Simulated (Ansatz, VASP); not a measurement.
## Rh: VASP beside Ansatz

```xyz
1
Lattice="2.1399 0.0000 0.0000 0.0000 2.1399 0.0000 0.0000 0.0000 2.1399" Properties=species:S:1:pos:R:3 pbc="T T T"
Rh    0.0000    0.0000    0.0000
```

Change from the starting cell: volume scaled by 0.6, LAPW.

Alike in both runs: task single point; functional PBE; k mesh 15 × 15 × 15; occupations fermi-dirac, width 0.1 eV; no spin polarisation.

```csv
,VASP,Ansatz
version,VASP 6.6.1,Ansatz 0.2.0
potentials or method,"VASP PAW PBE potentials, release 64 (Rh_pv), cutoff 520 eV","all-electron LAPW, scalar-relativistic"
```

VASP gave:

```
pressure (GPa) : 329.0
```

Question: Which values does Ansatz return?

Answer: Pressure (GPa): 324.0.

Ansatz ran all-electron here, so the differences hold the error of VASP's frozen core and of both bases.

Caveats: the cell as given lies far from equilibrium; so large a pressure means that the cell lies far from this level's equilibrium, or that cutoff or potentials fall short (VASP).
